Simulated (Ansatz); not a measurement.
**Ta(100) with 4 layers of random Ta-Zn, 2x2: scattering by chemical disorder**

Wanted: resistance against the alloy's length, first Ta(100) with 4 layers of random Ta-Zn, 2x2.

Method: Ansatz plane-wave DFT, PBE, PAW files; ballistic transport by layer matching (Landauer), zero bias; PAW set soft_1, in Ansatz 0.2.0.

## (1) The structure

The cell holds 56 atoms: 54 Ta and 2 Zn. Cell: a = 6.605 Å, b = 6.605 Å, c = 23.118 Å, α = 90.0°, β = 90.0°, γ = 90.0°. It derives from Ta. Regions: lead, 40 atoms (40 Ta); scattering region, 16 atoms (14 Ta and 2 Zn). The structure is stacked along c, and the current runs across the ab planes.

## (2) With 4 alloy layers

In 4 layers a share of 0.125 of the sites is given to Zn at random. The layers about the cell's end stay perfect and serve as the lead. Energies from -0.05 to 0.05 eV in steps of 0.05 eV are too few for the program's thermal sum, so it prints no conductance; for a metal the transmission near the Fermi level serves, at a fraction of the cost.

The input, input.yaml:

```yaml
crystal:
  lattice:
    - [6.60512, 0.0, 0.0]
    - [0.0, 6.60512, 0.0]
    - [0.0, 0.0, 23.11792]
  atoms:
    - { symbol: Ta, position: [0.0, 0.0, 0.0357142857] }
    - { symbol: Ta, position: [0.0, 0.5, 0.0357142857] }
    - { symbol: Ta, position: [0.5, 0.0, 0.0357142857] }
    - { symbol: Ta, position: [0.5, 0.5, 0.0357142857] }
    - { symbol: Ta, position: [0.25, 0.25, 0.1071428571] }
    - { symbol: Ta, position: [0.25, 0.75, 0.1071428571] }
    - { symbol: Ta, position: [0.75, 0.25, 0.1071428571] }
    - { symbol: Ta, position: [0.75, 0.75, 0.1071428571] }
    - { symbol: Ta, position: [0.0, 0.0, 0.1785714286] }
    - { symbol: Ta, position: [0.0, 0.5, 0.1785714286] }
    - { symbol: Ta, position: [0.5, 0.0, 0.1785714286] }
    - { symbol: Ta, position: [0.5, 0.5, 0.1785714286] }
    - { symbol: Ta, position: [0.25, 0.25, 0.25] }
    - { symbol: Ta, position: [0.25, 0.75, 0.25] }
    - { symbol: Ta, position: [0.75, 0.25, 0.25] }
    - { symbol: Ta, position: [0.75, 0.75, 0.25] }
    - { symbol: Ta, position: [0.0, 0.0, 0.3214285714] }
    - { symbol: Ta, position: [0.0, 0.5, 0.3214285714] }
    - { symbol: Ta, position: [0.5, 0.0, 0.3214285714] }
    - { symbol: Ta, position: [0.5, 0.5, 0.3214285714] }
    - { symbol: Ta, position: [0.25, 0.25, 0.3928571429] }
    - { symbol: Ta, position: [0.25, 0.75, 0.3928571429] }
    - { symbol: Ta, position: [0.75, 0.25, 0.3928571429] }
    - { symbol: Ta, position: [0.75, 0.75, 0.3928571429] }
    - { symbol: Ta, position: [0.0, 0.0, 0.4642857143] }
    - { symbol: Ta, position: [0.0, 0.5, 0.4642857143] }
    - { symbol: Ta, position: [0.5, 0.0, 0.4642857143] }
    - { symbol: Ta, position: [0.5, 0.5, 0.4642857143] }
    - { symbol: Ta, position: [0.25, 0.25, 0.5357142857] }
    - { symbol: Ta, position: [0.25, 0.75, 0.5357142857] }
    - { symbol: Ta, position: [0.75, 0.25, 0.5357142857] }
    - { symbol: Ta, position: [0.75, 0.75, 0.5357142857] }
    - { symbol: Zn, position: [0.0, 0.0, 0.6071428571] }
    - { symbol: Ta, position: [0.0, 0.5, 0.6071428571] }
    - { symbol: Ta, position: [0.5, 0.0, 0.6071428571] }
    - { symbol: Zn, position: [0.5, 0.5, 0.6071428571] }
    - { symbol: Ta, position: [0.25, 0.25, 0.6785714286] }
    - { symbol: Ta, position: [0.25, 0.75, 0.6785714286] }
    - { symbol: Ta, position: [0.75, 0.25, 0.6785714286] }
    - { symbol: Ta, position: [0.75, 0.75, 0.6785714286] }
    - { symbol: Ta, position: [0.0, 0.0, 0.75] }
    - { symbol: Ta, position: [0.0, 0.5, 0.75] }
    - { symbol: Ta, position: [0.5, 0.0, 0.75] }
    - { symbol: Ta, position: [0.5, 0.5, 0.75] }
    - { symbol: Ta, position: [0.25, 0.25, 0.8214285714] }
    - { symbol: Ta, position: [0.25, 0.75, 0.8214285714] }
    - { symbol: Ta, position: [0.75, 0.25, 0.8214285714] }
    - { symbol: Ta, position: [0.75, 0.75, 0.8214285714] }
    - { symbol: Ta, position: [0.0, 0.0, 0.8928571429] }
    - { symbol: Ta, position: [0.0, 0.5, 0.8928571429] }
    - { symbol: Ta, position: [0.5, 0.0, 0.8928571429] }
    - { symbol: Ta, position: [0.5, 0.5, 0.8928571429] }
    - { symbol: Ta, position: [0.25, 0.25, 0.9642857143] }
    - { symbol: Ta, position: [0.25, 0.75, 0.9642857143] }
    - { symbol: Ta, position: [0.75, 0.25, 0.9642857143] }
    - { symbol: Ta, position: [0.75, 0.75, 0.9642857143] }
kpoints:
  mp_grid: { grid: [4, 4, 1] }
hamiltonian:
  xc: pbe
  pseudopotentials: { kind: paw, azcp: { folder: soft_1 } }
scf:
  occupations: { method: fermi_dirac, width: 0.1 }
output:
  transmission: { leads: [[0, 4]], kmesh: [8, 8], e_range: [-0.05, 0.05], de: 0.05 }
  write_potential: true
  write_density: true
  volumetric_format: npy
```

The run is started by

```sh
ansatz run input.yaml --threads 4 --pin off --max-ram 15360MiB --backend cpu --events-out ev --progress --plain --runs-dir out
```

Numbers of over 12 decimals in the logs are rounded to 6 here.

What it wrote:

```text
Engine: ansatz 0.2.0, x86_64-unknown-linux-gnu
Pseudopotentials: kind: paw
Pseudopotential: Ta, paw, valence charge 13, recommended cutoff 420 eV (normal), soft_1/Ta.paw.azcp
Pseudopotential: Zn, paw, valence charge 12, recommended cutoff 420 eV (normal), soft_1/Zn.paw.azcp
Functional definition: PBE
  parameter kappa = 0.804
  parameter beta = 0.066725
  exchange = pbe_x(kappa = kappa, mu = beta*pi^2/3)
  correlation = pbe_c(beta = beta)
Crystal: 56 atoms, lattice volume = 1008.580 Å³
Basis set: ecut = 420 eV, 19677 PW (Γ)
Bands: 436, of which v1, the nominal top of the filled ones, is band 363 counted from 1 (362 counted from 0)
Symmetry: 32 space group operations
Space group: P4/mmm (ITA 123), of the structure as read, at distance tolerance 1.0e-4 Å
k-points: 6 of 16
Non-local potential: Ta, projectors of the file, l = 0: 3, l = 1: 2, l = 2: 2, l = 3: 1
Non-local potential: Zn, projectors of the file, l = 0: 2, l = 1: 2, l = 2: 3, l = 3: 1
PAW form: soft (Blöchl's): semilocal exchange-correlation on the pseudo side does not see the compensation charge
PAW one-centre angular grid: Ta, 590 points (default); XC on 64 Gauss nodes
PAW one-centre angular grid: Zn, 590 points (default); XC on 64 Gauss nodes
Initial density: superposition of atomic densities (chi_scale 0.1, normalization cell, long waves kept (reshape's long-wave potential 0.51 eV rms))
Initial wavefunctions: pseudopotential atomic-orbital guess
Functional: x = pbe(κ = 0.804, μ = 0.219515), c = pbe(β = 0.066725)
SCF iter   1: F=—  HF=-543060.932809 eV  |F-HF|=—  |Δ(HF+E_count)|=         —  Δρ=8.87e-2  dr2=2.26e3  ethr=3.10e-3  ⟨swp⟩=7.7  Hψ=11650  notcnv=0  defer=8
preconditioner: auto → Kerker (q_TF=auto, 2.583 Å⁻¹)  [metal: Δε(μ)=0.037 eV  Ē_g=4.378 eV  σ=0.100 eV  W_gap=0.09  n_scr=294 (ndim 8)  ℏωp=20.0 eV  f_vac=0.000  D(μ)=49.15/eV (n_scr^D=432)]
SCF iter   2: F=—  HF=-543042.145115 eV  |F-HF|=—  |Δ(HF+E_count)|=    1.88e1  Δρ=4.87e-2  dr2=5.87e2  ethr=3.10e-3  ⟨swp⟩=3.0  Hψ=4135  notcnv=0  defer=70
SCF iter   3: F=—  HF=-543034.032278 eV  |F-HF|=—  |Δ(HF+E_count)|=    8.11e0  Δρ=1.74e-2  dr2=8.32e0  ethr=3.10e-3  ⟨swp⟩=3.8  Hψ=5078  notcnv=0  defer=82
SCF iter   4: F=—  HF=-543033.109863 eV  |F-HF|=—  |Δ(HF+E_count)|=   9.22e-1  Δρ=6.76e-3  dr2=1.28e0  ethr=1.15e-3  ⟨swp⟩=3.0  Hψ=4263  notcnv=0  defer=80
SCF iter   5: F=—  HF=-543033.050789 eV  |F-HF|=—  |Δ(HF+E_count)|=   5.91e-2  Δρ=7.42e-3  dr2=5.96e-1  ethr=1.77e-4  ⟨swp⟩=2.5  Hψ=4603  notcnv=0  defer=80
SCF iter   6: F=—  HF=-543032.860107 eV  |F-HF|=—  |Δ(HF+E_count)|=   1.91e-1  Δρ=1.28e-3  dr2=1.20e-2  ethr=8.22e-5  ⟨swp⟩=2.5  Hψ=3713  notcnv=0  defer=80
SCF iter   7: F=—  HF=-543032.858434 eV  |F-HF|=—  |Δ(HF+E_count)|=   1.67e-3  Δρ=2.81e-4  dr2=8.99e-4  ethr=1.65e-6  ⟨swp⟩=2.0  Hψ=3909  notcnv=0  defer=81
SCF iter   8: F=—  HF=-543032.858350 eV  |F-HF|=—  |Δ(HF+E_count)|=   8.39e-5  Δρ=1.22e-4  dr2=1.32e-4  ethr=1.24e-7  ⟨swp⟩=2.0  Hψ=3316  notcnv=0  defer=81
SCF iter   9: F=—  HF=-543032.858304 eV  |F-HF|=—  |Δ(HF+E_count)|=   4.55e-5  Δρ=3.64e-5  dr2=1.32e-5  ethr=1.82e-8  ⟨swp⟩=2.0  Hψ=3386  notcnv=0  defer=81
SCF iter  10: F=—  HF=-543032.857683 eV  |F-HF|=—  |Δ(HF+E_count)|=   6.22e-4  Δρ=2.42e-6  dr2=7.93e-8  ethr=1.38e-11  ⟨swp⟩=13.7  Hψ=11422  notcnv=0
SCF iter  11: F=-543032.857683 eV  HF=-543032.857683 eV  |F-HF|=5.94e-9  |Δ(HF+E_count)|=   5.59e-9  Δρ=7.15e-7  dr2=7.93e-9  ethr=1.09e-11  ⟨swp⟩=1.0  Hψ=6180  notcnv=0
SCF 1 converged in 11 iterations: F = -543032.857683 eV  dr2 = 7.93e-9
  greatest PAW one-centre occupation: 0.999 electrons in one spin orbital (limit 2), on the Ta atom at site 42 (counted from 0), in its partial waves of l = 0
transmission: 63 of 630 steps passed
transmission: 126 of 630 steps passed
[...]
transmission: 630 of 630 steps passed
SCF converged after 11 iterations
Free energy (F): -543032.857683 eV
Harris-Foulkes:  -543032.857683 eV  (|F-HF|=5.94e-9)
Internal energy: -543030.698999 eV  (E = F + TS)
E sigma→0 (E₀):  -543031.778341 eV
Entropy (-TS):   -2.158684 eV (-38.548 meV/atom)
Fermi energy:    18.204998 eV
--- Per-component energies (eV) ---
  E_band       = -5643.998165
  E_kinetic    = 21539.946919
  E_local      = -33280.803861  (includes V_loc(G=0)·N_el)
  E_nonlocal   = 1035.351731
  E_hartree    = 12087.337659
  E_xc         = -17504.076114
  E_vxc        = -12718.211726  (∫ρ·V_xc dr)
  E_paw        = -452239.532535  (= ΣΔE_a)
  E_vpaw       = -6394.955764  (= ΣTr[D̂ρ^β])
  E_aug_tail   = 0.004759  (compensation charges beyond the density's cutoff)
  E_ewald      = -74668.927557
  E_smearing   = -2.158684  (= −TS)
  E_closure    = 0.000000  (closes the sum)
  Σ components = -543032.857683   (vs F -543032.857683, Δ=0.00e0)
--- Band table (eV; the first three rows and the last of 6) ---
  k-point 0: bands = [... 359 lower, 18.8375, 18.8596, 18.8596, 18.9079, 18.9079, 18.9125, 18.9125, 18.9206, ... 69 higher]
  k-point 1: bands = [... 359 lower, 18.4582, 18.4989, 18.5391, 18.5491, 18.5753, 18.5864, 18.6036, 18.7034, ... 69 higher]
  k-point 2: bands = [... 359 lower, 18.0231, 18.1124, 18.1124, 18.1193, 18.1193, 18.2345, 18.2345, 18.2381, ... 69 higher]
  k-point 5: bands = [... 359 lower, 17.5727, 17.6102, 17.6102, 17.6126, 17.6126, 17.6181, 17.6181, 17.6410, ... 69 higher]
--- Transmission ---
  basis      : 377 plane waves across, 42 finite elements along
  points     : 15, standing for a mesh of 8 x 8
  energies   : 3 from -0.050000 to 0.050000 eV about the Fermi level, 0.050000 eV apart; the leads are filled to 0.000000 eV, and channels, transmission and decay are at 0.000000 eV
  crystal 0  : Ta4, at the sites [0, 4], period 1.6513 Å, over 21.47 Å; its Hamiltonian steps by up to 12.4 meV
    offset         : up to 0.0000 Å between an atom of the period and one for which it stands
    channels       : 1.048438e1 a spin
    conductance    : none, the energies end too early or step too widely for 300 K: set another output.transmission.e_range or a lower de, or, where they end at an eighth of basis.ecutwfc, a higher one
  junction   : crystal 0 to crystal 0, 2.60 to 24.07 Å
    transmission   : 4.956944e0 a spin
    conductance    : none, the energies end too early or step too widely for 300 K: set another output.transmission.e_range or a lower de, or, where they end at an eighth of basis.ecutwfc, a higher one
```

It took 4 min on 4 threads of AMD EPYC 9R14 (Zen 4), shared host; peak memory 8.3 GiB.

This step gave:

| Quantity | Value |
| --- | --- |
| free energy | -543032.8577 eV |
| energy at zero smearing | -543031.7783 eV |
| Fermi energy | 18.20 eV |
| cell area | 43.63 Å² |
| transmission per spin nearest the Fermi level | 4.957 |
| open channels per spin nearest the Fermi level | 10.48 |
| step of the lead's potential | 12.4 meV |

Per spin. Transmission, zone mean against energy, zero at the Fermi level:

| energy (eV) | transmission, zone mean |
| --- | --- |
| -0.0500 | 5.23 |
| 0.0000 | 4.96 |
| 0.0500 | 4.68 |

Per spin. Table of open channels, zone mean, lead by energy, zero at the Fermi level:

| energy (eV) | open channels, zone mean, lead |
| --- | --- |
| -0.0500 | 10.3 |
| 0.0000 | 10.5 |
| 0.0500 | 9.86 |

Transmission over k1 and k2. At 0.0000 eV from the Fermi level.

Ten even steps from '_' (1.11) to '@' (7.70):
```
..::==++**++==::
--==##@@@@@@##==
--++@@%%##%%@@++
++**@@######@@**
--++@@%%##%%@@++
--==##@@@@@@##==
..::==++**++==::
__..----++----..
```
Columns: k1 (b1) from -0.5 to 0.375; rows upwards: k2 (b2) from -0.5 to 0.375.

Open channels over k1 and k2. At 0.0000 eV from the Fermi level.

Values, 8 rows by 8 columns:
```
 6.0  4.0  9.0 12.0 12.0 12.0  9.0  4.0
 8.0  9.0 13.0 14.0 14.0 14.0 13.0  9.0
10.0 12.0 14.0 11.0 11.0 11.0 14.0 12.0
10.0 12.0 14.0 11.0 11.0 11.0 14.0 12.0
10.0 12.0 14.0 11.0 11.0 11.0 14.0 12.0
 8.0  9.0 13.0 14.0 14.0 14.0 13.0  9.0
 6.0  4.0  9.0 12.0 12.0 12.0  9.0  4.0
 4.0  6.0  8.0 10.0 10.0 10.0  8.0  6.0
```
Columns: k1 (b1) from -0.5 to 0.375; rows upwards: k2 (b2) from -0.5 to 0.375.

Over the solved energies the transmission per spin lies between 4.68 and 5.23, out of 10.2 channels of the lead on average (up to 10.5).

## (3) With 8 alloy layers

In 8 layers a share of 0.125 of the sites is given to Zn at random. A fresh draw is used; the growth of the resistance with length is what counts.

System of this step: Ta(100) with 8 layers of random Ta-Zn, 2x2. The cell holds 72 atoms: 68 Ta and 4 Zn. Its edges and angles: a = 6.605 Å, b = 6.605 Å, c = 29.723 Å, α = 90.0°, β = 90.0°, γ = 90.0°. It derives from Ta. Regions: lead, 40 atoms (40 Ta); scattering region, 32 atoms (28 Ta and 4 Zn). The structure is stacked along c, and the current runs across the ab planes.

The input, input.yaml:

```yaml
crystal:
  lattice:
    - [6.60512, 0.0, 0.0]
    - [0.0, 6.60512, 0.0]
    - [0.0, 0.0, 29.72304]
  atoms:
    - { symbol: Ta, position: [0.0, 0.0, 0.0277777778] }
    - { symbol: Ta, position: [0.0, 0.5, 0.0277777778] }
    - { symbol: Ta, position: [0.5, 0.0, 0.0277777778] }
    - { symbol: Ta, position: [0.5, 0.5, 0.0277777778] }
    - { symbol: Ta, position: [0.25, 0.25, 0.0833333333] }
    - { symbol: Ta, position: [0.25, 0.75, 0.0833333333] }
    - { symbol: Ta, position: [0.75, 0.25, 0.0833333333] }
    - { symbol: Ta, position: [0.75, 0.75, 0.0833333333] }
    - { symbol: Ta, position: [0.0, 0.0, 0.1388888889] }
    - { symbol: Ta, position: [0.0, 0.5, 0.1388888889] }
    - { symbol: Ta, position: [0.5, 0.0, 0.1388888889] }
    - { symbol: Ta, position: [0.5, 0.5, 0.1388888889] }
    - { symbol: Ta, position: [0.25, 0.25, 0.1944444444] }
    - { symbol: Ta, position: [0.25, 0.75, 0.1944444444] }
    - { symbol: Ta, position: [0.75, 0.25, 0.1944444444] }
    - { symbol: Ta, position: [0.75, 0.75, 0.1944444444] }
    - { symbol: Ta, position: [0.0, 0.0, 0.25] }
    - { symbol: Ta, position: [0.0, 0.5, 0.25] }
    - { symbol: Ta, position: [0.5, 0.0, 0.25] }
    - { symbol: Ta, position: [0.5, 0.5, 0.25] }
    - { symbol: Ta, position: [0.25, 0.25, 0.3055555556] }
    - { symbol: Ta, position: [0.25, 0.75, 0.3055555556] }
    - { symbol: Zn, position: [0.75, 0.25, 0.3055555556] }
    - { symbol: Ta, position: [0.75, 0.75, 0.3055555556] }
    - { symbol: Ta, position: [0.0, 0.0, 0.3611111111] }
    - { symbol: Ta, position: [0.0, 0.5, 0.3611111111] }
    - { symbol: Ta, position: [0.5, 0.0, 0.3611111111] }
    - { symbol: Ta, position: [0.5, 0.5, 0.3611111111] }
    - { symbol: Ta, position: [0.25, 0.25, 0.4166666667] }
    - { symbol: Ta, position: [0.25, 0.75, 0.4166666667] }
    - { symbol: Ta, position: [0.75, 0.25, 0.4166666667] }
    - { symbol: Ta, position: [0.75, 0.75, 0.4166666667] }
    - { symbol: Ta, position: [0.0, 0.0, 0.4722222222] }
    - { symbol: Ta, position: [0.0, 0.5, 0.4722222222] }
    - { symbol: Ta, position: [0.5, 0.0, 0.4722222222] }
    - { symbol: Ta, position: [0.5, 0.5, 0.4722222222] }
    - { symbol: Zn, position: [0.25, 0.25, 0.5277777778] }
    - { symbol: Ta, position: [0.25, 0.75, 0.5277777778] }
    - { symbol: Ta, position: [0.75, 0.25, 0.5277777778] }
    - { symbol: Ta, position: [0.75, 0.75, 0.5277777778] }
    - { symbol: Ta, position: [0.0, 0.0, 0.5833333333] }
    - { symbol: Ta, position: [0.0, 0.5, 0.5833333333] }
    - { symbol: Ta, position: [0.5, 0.0, 0.5833333333] }
    - { symbol: Ta, position: [0.5, 0.5, 0.5833333333] }
    - { symbol: Ta, position: [0.25, 0.25, 0.6388888889] }
    - { symbol: Ta, position: [0.25, 0.75, 0.6388888889] }
    - { symbol: Zn, position: [0.75, 0.25, 0.6388888889] }
    - { symbol: Ta, position: [0.75, 0.75, 0.6388888889] }
    - { symbol: Ta, position: [0.0, 0.0, 0.6944444444] }
    - { symbol: Ta, position: [0.0, 0.5, 0.6944444444] }
    - { symbol: Ta, position: [0.5, 0.0, 0.6944444444] }
    - { symbol: Zn, position: [0.5, 0.5, 0.6944444444] }
    - { symbol: Ta, position: [0.25, 0.25, 0.75] }
    - { symbol: Ta, position: [0.25, 0.75, 0.75] }
    - { symbol: Ta, position: [0.75, 0.25, 0.75] }
    - { symbol: Ta, position: [0.75, 0.75, 0.75] }
    - { symbol: Ta, position: [0.0, 0.0, 0.8055555556] }
    - { symbol: Ta, position: [0.0, 0.5, 0.8055555556] }
    - { symbol: Ta, position: [0.5, 0.0, 0.8055555556] }
    - { symbol: Ta, position: [0.5, 0.5, 0.8055555556] }
    - { symbol: Ta, position: [0.25, 0.25, 0.8611111111] }
    - { symbol: Ta, position: [0.25, 0.75, 0.8611111111] }
    - { symbol: Ta, position: [0.75, 0.25, 0.8611111111] }
    - { symbol: Ta, position: [0.75, 0.75, 0.8611111111] }
    - { symbol: Ta, position: [0.0, 0.0, 0.9166666667] }
    - { symbol: Ta, position: [0.0, 0.5, 0.9166666667] }
    - { symbol: Ta, position: [0.5, 0.0, 0.9166666667] }
    - { symbol: Ta, position: [0.5, 0.5, 0.9166666667] }
    - { symbol: Ta, position: [0.25, 0.25, 0.9722222222] }
    - { symbol: Ta, position: [0.25, 0.75, 0.9722222222] }
    - { symbol: Ta, position: [0.75, 0.25, 0.9722222222] }
    - { symbol: Ta, position: [0.75, 0.75, 0.9722222222] }
kpoints:
  mp_grid: { grid: [4, 4, 1] }
hamiltonian:
  xc: pbe
  pseudopotentials: { kind: paw, azcp: { folder: soft_1 } }
scf:
  occupations: { method: fermi_dirac, width: 0.1 }
output:
  transmission: { leads: [[0, 4]], kmesh: [8, 8], e_range: [-0.05, 0.05], de: 0.05 }
  write_potential: true
  write_density: true
  volumetric_format: npy
```

What it wrote:

```text
[...]
Crystal: 72 atoms, lattice volume = 1296.745 Å³
Basis set: ecut = 420 eV, 25307 PW (Γ)
Bands: 560, of which v1, the nominal top of the filled ones, is band 466 counted from 1 (465 counted from 0)
Symmetry: 1 space group operations
[...]
k-points: 10 of 16 (time reversal used)
[...]
SCF iter   1: F=—  HF=-688792.558430 eV  |F-HF|=—  |Δ(HF+E_count)|=         —  Δρ=1.02e-1  dr2=6.87e3  ethr=3.10e-3  ⟨swp⟩=6.8  Hψ=23709  notcnv=0  defer=10
[...]
SCF iter  14: F=-688735.464968 eV  HF=-688735.464968 eV  |F-HF|=1.16e-8  |Δ(HF+E_count)|=   3.24e-8  Δρ=8.89e-7  dr2=1.18e-8  ethr=1.07e-11  ⟨swp⟩=15.0  Hψ=23221  notcnv=0
SCF 1 converged in 14 iterations: F = -688735.464968 eV  dr2 = 1.18e-8
[...]
transmission: 189 of 1836 steps passed
transmission: 369 of 1836 steps passed
[...]
transmission: 1836 of 1836 steps passed
SCF converged after 14 iterations
Free energy (F): -688735.464968 eV
[...]
Internal energy: -688732.605002 eV  (E = F + TS)
E sigma→0 (E₀):  -688734.034985 eV
Entropy (-TS):   -2.859966 eV (-39.722 meV/atom)
Fermi energy:    18.017231 eV
[...]
--- Band table (eV; the first three rows and the last of 10) ---
  k-point 0: bands = [... 462 lower, 18.5988, 18.6377, 18.6558, 18.6622, 18.6711, 18.6799, 18.6906, 18.7104, ... 90 higher]
  k-point 1: bands = [... 462 lower, 18.2462, 18.2730, 18.2897, 18.3078, 18.3319, 18.3552, 18.3890, 18.4057, ... 90 higher]
  k-point 2: bands = [... 462 lower, 17.8759, 17.8875, 17.9392, 17.9685, 17.9819, 18.0137, 18.0490, 18.0562, ... 90 higher]
  k-point 9: bands = [... 462 lower, 17.3832, 17.3840, 17.3892, 17.4069, 17.4255, 17.4358, 17.4643, 17.4818, ... 90 higher]
--- Transmission ---
  basis      : 377 plane waves across, 54 finite elements along
  points     : 34, standing for a mesh of 8 x 8
[...]
channels       : 1.048438e1 a spin
[...]
junction   : crystal 0 to crystal 0, 0.70 to 28.77 Å
    transmission   : 3.659973e0 a spin
[...]
```

It took 15 min on 4 threads; peak memory 8.4 GiB.

Numbers from this step:

```
free energy                                   : -688735.4650 eV
energy at zero smearing                       : -688734.0350 eV
Fermi energy                                  : 18.02 eV
transmission per spin nearest the Fermi level : 3.660
step of the lead's potential                  : 8.9 meV
```

Per spin. Transmission, zone mean against energy, zero at the Fermi level:

| energy (eV) | transmission, zone mean |
| --- | --- |
| -0.0500 | 3.75 |
| 0.0000 | 3.66 |
| 0.0500 | 3.49 |

Over the solved energies the transmission per spin lies between 3.49 and 3.75, out of 10.3 channels of the lead on average (up to 10.5).

[end of part 1 of 2]

[Logs are printed without paths, hosts, clocks, repeated set-up lines and the standing remarks that a program may print on its own settings, such as how far it seeks lower states.]

[Hosts, paths, dates, database ids (printed as entryN), source tags and the programs' standing remarks are cut or masked in the printed files.]
